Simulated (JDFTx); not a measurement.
Cs:

```
Cs
1.0
    -3.12847    3.12847    3.12847
     3.12847   -3.12847    3.12847
     3.12847    3.12847   -3.12847
Cs
1
Direct
  0.00000 0.00000 0.00000
```

```yaml
Program: JDFTx 1.7.0 (patched build)
Task: single point
Functional: PBE
Potentials_or_basis: PseudoDojo-SR-PBE-0.5-standard
Cutoff: 680 eV
Density_cutoff: 2721 eV
k_mesh: 6 × 6 × 6
Occupations: fermi-dirac, width 0.05 eV
Spin: no spin polarisation
```

On this cell: pressure -0.1 GPa; band gap on the k mesh none (metal or under the smearing width).

The same run follows on a disturbed copy (cell strained at random at fixed volume):

```xyz
1
Lattice="-3.2699 3.2072 3.2746 3.1395 -3.0609 2.9979 3.1843 2.9753 -3.1284" Properties=species:S:1:pos:R:3 pbc="T T T"
Cs    0.0301   -0.0100    0.0076
```

Question: What changes?

Answer: The energy (extrapolated to zero smearing) moves by -0.8 meV/atom; pressure -0.1 GPa; band gap on the k mesh none (metal or under the smearing width).

Caveats: the empty levels aren't tightly converged.
